In barium titanate, the electric field that a polar vibration sets up can raise its wavenumber by 100 cm⁻¹ or more. A computed line and its measured partner can themselves differ by 20 cm⁻¹ or more. Naming a line therefore takes two questions: how close is the computed value, and does the motion carry a dipole? The eight rows below, two computed and six measured, have lost their names.

Zone-centre vibrations of tetragonal BaTiO3 (P4mm), computed with Ansatz 0.2.0 at the PBEsol geometry, using the PBEsol functional, PAW potentials, a plane-wave cutoff of 420 eV and a 6×6×6 k mesh. Infrared intensities are in (D/Å)²/amu, summed over degenerate modes. The rows were drawn from a pool: of 90 crystals with a measured lattice constant, 2 whose relaxed edge lies over 5 % from it were taken for other phases and got no table, so the agreement shown is better than for the whole pool. Candidates: 1, 12, 15, 16, 2, 20, 24, 18.

```
row  computed wavenumber (cm⁻¹)
  A                       519.0
  B                         n/a
  C                         n/a
  D                         n/a
  E                         n/a
  F                         n/a
  G                       163.9
  H                         n/a
```

The table prints only the computed wavenumbers. The measured ones are, in cm⁻¹, B 604, C 720, D 306, E 170, F 512 and H 520. The candidate numbers point to rows of the full table at the end. Two of them are computed single modes, with infrared intensities 6.21 and 14.3. The other six are measured lines, described as a sharp mode compared with a calculated B1, a narrow mode interpreted as E or coupled A1, the lowest A1(TO), the third of three modes at 450–700 cm⁻¹, a high-frequency mode present in c-domains and absent in a-domains, and a broad A1(TO).

The names rest on symmetry. In the tetragonal crystal, A1 modes have their dipole along the polar axis z, E modes come in pairs with dipoles across it, and the B1 mode has none. A transverse mode (TO) vibrates at right angles to the direction in which the wave travels and feels no long-range field. A longitudinal mode (LO) vibrates along that direction, and its own field stiffens it.

The two computed rows, G and A, are both single modes, so only their infrared intensities, 6.21 and 14.3, can tell them apart. The longitudinal modes decide which is which, because they occur where the dielectric function of the crystal vanishes:

ε∞ = K Σ S / (ω_LO² − ω_TO²)

Here ε∞ is the electronic dielectric constant, S the infrared intensity of a transverse mode, and ω a wavenumber. In Gaussian units the factor K = 1/(πc²V), with V the cell volume and c the speed of light, is 3.37 × 10⁴ cm⁻² per unit of intensity, (D/Å)²/amu. A transverse mode counts for more the stronger its dipole and the closer it lies below the longitudinal one.

The highest computed longitudinal mode along z lies at 710.5 cm⁻¹, and the remaining A1 mode, at 312.8 cm⁻¹, has intensity 39.1. Suppose that G has the weaker intensity and A the stronger. The terms for G, the middle mode and A are then, in units of 10⁻⁵ cm²,

6.21/(710.5² − 163.9²) → 1.30
39.1/(710.5² − 312.8²) → 9.61
14.3/(710.5² − 519.0²) → 6.07

Their sum, 16.98, times K gives the computed ε∞ along z, 5.73, to within rounding. Exchanging the two intensities gives only 5.14 and would move the longitudinal mode down to 683 cm⁻¹. The first choice is therefore sure. The longitudinal mode was computed from the same charges, so this agreement tests the naming and not the accuracy of the calculation.

The equation also places the lowest longitudinal A1 mode at 185 cm⁻¹, where a measured line carries that name. Row E, at 170 cm⁻¹, is then the transverse partner and belongs with G. The computed transverse mode is 6 cm⁻¹ too low, so the closer match of the longitudinal one should not be read as the precision of the method.

Rows B and C are also sure. B is the highest value inside the window of 450–700 cm⁻¹, which makes it the third of three modes there. C lies above that window, and only the high-frequency line seen in c-domains fits it. In such domains the polar axis points out of the surface, so light scattered straight back meets longitudinal A1 modes; the computed one lies 10 cm⁻¹ below C.

Row D is a trap for anyone who goes by distance. Its 306 cm⁻¹ is closer to the middle A1 mode than to the B1 mode at 284.2 cm⁻¹. Yet that A1 mode is strongly polar, and in a ferroelectric at room temperature such motions are usually broadened by anharmonicity. A broad line measured at 266 cm⁻¹ may be that mode, which the calculation would then place too high. A mode without a dipole can stay sharp, as the label for the B1 line says. The other values still without a name, F and H, lie more than 200 cm⁻¹ above the computed B1 mode, so D must be the line with that label, although the calculation puts B1 7 % below the measured value. The weakly polar E pair at 287.1 cm⁻¹ lies so close to B1 that it may share the line.

Rows F and H remain ambiguous. They lie 7 cm⁻¹ below and 1 cm⁻¹ above the computed A1 mode at 519.0 cm⁻¹, and errors of that size occur elsewhere in the table. The relaxed cell is also more elongated along z than the real crystal, which can shift the A1 modes. The slightly better match favours H as the broad A1 line and leaves F as the narrow one, whose own label wavers between E and A1. If F is an E mode, the calculation fits it badly: the highest computed transverse E pair, at 468.0 cm⁻¹, lies 44 cm⁻¹ below it.

The rows with their labels:

```
row  computed wavenumber (cm⁻¹)                                 what it is  measured wavenumber (cm⁻¹)                                                                                         label in the paper, method, sample  temperature of the measurement (K)                  source
  1                       163.9            1-fold, infrared intensity 6.21                         n/a                                                                                                                        n/a                                 n/a                     n/a
  2                         n/a                                        n/a                         170                                                                           A1(TO), lowest; Raman spectroscopy; bulk crystal                                 n/a      pmc:4382678 (2015)
  3                       170.6            2-fold, infrared intensity 3.92                         n/a                                                                                                                        n/a                                 n/a                     n/a
  4                         n/a                                        n/a                         178                                                                      E(TO2)/E(LO); confocal Raman microscopy; bulk crystal                                 300      pmc:4382678 (2015)
  5                         n/a                                        n/a                         180                                                                             E(TO2)/E(LO); Raman spectroscopy; bulk crystal                                 n/a      pmc:4382678 (2015)
  6                         n/a                                        n/a                         185                                                                           A1(LO), lowest; Raman spectroscopy; bulk crystal                                 n/a      pmc:4382678 (2015)
  7                         n/a                                        n/a                         208                                                          fitted Lorentzian mode, low-frequency region; Raman; bulk crystal                                 300  arXiv:1305.1373 (2013)
  8                         n/a                                        n/a                         266                                                                      fitted broad mode below 400 cm-1; Raman; bulk crystal                                 300  arXiv:1305.1373 (2013)
  9                       284.2               1-fold, infrared intensity 0                         n/a                                                                                                                        n/a                                 n/a                     n/a
 10                       287.1           2-fold, infrared intensity 0.551                         n/a                                                                                                                        n/a                                 n/a                     n/a
 11                         n/a                                        n/a                         305                                                                                  E(LO+TO) + B1; Raman spectroscopy; powder                                 300     pmc:10745005 (2023)
 12                         n/a                                        n/a                         306                                                               sharp mode, compared with calculated B1; Raman; bulk crystal                                 300  arXiv:1305.1373 (2013)
 13                       312.8            1-fold, infrared intensity 39.1                         n/a                                                                                                                        n/a                                 n/a                     n/a
 14                       468.0            2-fold, infrared intensity 7.64                         n/a                                                                                                                        n/a                                 n/a                     n/a
 15                         n/a                                        n/a                         512                                                         narrow mode, interpreted as E (or coupled A1); Raman; bulk crystal                                 300  arXiv:1305.1373 (2013)
 16                       519.0            1-fold, infrared intensity 14.3                         n/a                                                                                                                        n/a                                 n/a                     n/a
 17                         n/a                                        n/a                         520                                           A1(TO3), approximate position of band 5; confocal Raman microscopy; bulk crystal                                 300      pmc:4382678 (2015)
 18                         n/a                                        n/a                         520                                                                                 A1(TO3), broad; Raman spectroscopy; powder                                 300     pmc:10745005 (2023)
 19                         n/a                                        n/a                         539                                                                 second of three modes at 450-700 cm-1; Raman; bulk crystal                                 300  arXiv:1305.1373 (2013)
 20                         n/a                                        n/a                         604                                                                  third of three modes at 450-700 cm-1; Raman; bulk crystal                                 300  arXiv:1305.1373 (2013)
 21                       665.9  highest mode with the field term, along x                         n/a                                                                                                                        n/a                                 n/a                     n/a
 22                       710.5  highest mode with the field term, along z                         n/a                                                                                                                        n/a                                 n/a                     n/a
 23                         n/a                                        n/a                         717                                                                                characteristic LO mode; Raman; bulk crystal                                 300  arXiv:1305.1373 (2013)
 24                         n/a                                        n/a                         720  high-frequency mode 6, present in c-domains and absent in a-domains, approximate; confocal Raman microscopy; bulk crystal                                 300      pmc:4382678 (2015)
 25                         n/a                                        n/a                         720                                                                            E(LO)/A1(LO), broad; Raman spectroscopy; powder                                 300     pmc:10745005 (2023)
```

The labels bear out all eight choices, including the tentative pair. A correct label is not yet an explanation, as B shows: no computed row lies within 60 cm⁻¹ of its 604 cm⁻¹. It may be one component of a broad Raman band rather than a single vibration of the perfect crystal. Its origin stays open.

The highest longitudinal mode across the polar axis, at 665.9 cm⁻¹, carries a warning of its own. Some 88 % of its field term comes from an E pair that the table leaves out. The computed wavenumber of this pair is imaginary, which means that the static tetragonal lattice is unstable against that motion. The real tetragonal phase is stabilised by thermal motion, which a harmonic calculation leaves out. The output that follows applies the field equation, with no adjustable constant, to the modes along and across the polar axis and lists the distances used here.

The analysis program printed:

```
electronic dielectric constant along z, computed: 5.727
value required at the highest z mode, 6.21 on the lowest A1 and 14.3 on the highest: 5.727
value required with these two intensities exchanged: 5.137
highest z mode if the two intensities were exchanged (cm-1): 683.3
lowest A1(LO) from the field equation (cm-1): 184.9
middle A1(LO) from the field equation (cm-1): 453.9
lowest A1(LO), field equation less measured (cm-1): -0.05063
value required at the highest x mode, imaginary pair included: 6.441
share of the imaginary pair in that sum (percent): 88.22
lowest A1(TO), computed less measured (cm-1): -6.1
B1, computed less measured sharp line (cm-1): -21.8
B1, the same error (percent): -7.124
middle A1(TO) less the measured sharp line (cm-1): 6.8
highest A1(TO), computed less measured broad line (cm-1): -1
highest A1(TO) less the measured narrow line (cm-1): 7
highest E(TO) less the measured narrow line (cm-1): -44
distance from the third fitted mode to the nearest computed row (cm-1): 61.9
highest z mode less the measured c-domain line (cm-1): -9.5
highest x mode less the measured c-domain line (cm-1): -54.1
```
